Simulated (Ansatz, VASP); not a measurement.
# One calculation of Ti, two programs

```
Ti
1.0
     0.00000    2.07638    2.07638
     2.07638    0.00000    2.07638
     2.07638    2.07638    0.00000
Ti
1
Cartesian
  0.0000 0.0000 0.0000
```

Alike in both runs: task single point; functional PBE; k mesh 18 × 18 × 18; occupations gaussian, width 0.1 eV; no spin polarisation.

```csv
,VASP,Ansatz
version,VASP 6.6.1,Ansatz 0.2.0
potentials or method,"VASP PAW PBE potentials, release 64 (Ti_sv)","scalar-relativistic, plane waves, PAW"
plane-wave cutoff (eV),520,420
valence electrons in the cell,12,12
```

|  | VASP | Ansatz | Ansatz less VASP |
| --- | --- | --- | --- |
| gap on the k mesh at the Fermi level (eV) | none | none | - |
| pressure (GPa) | -3.3 | -3.0 | +0.31 |

A gap of «none» marks a metal or a gap that the smearing closes.
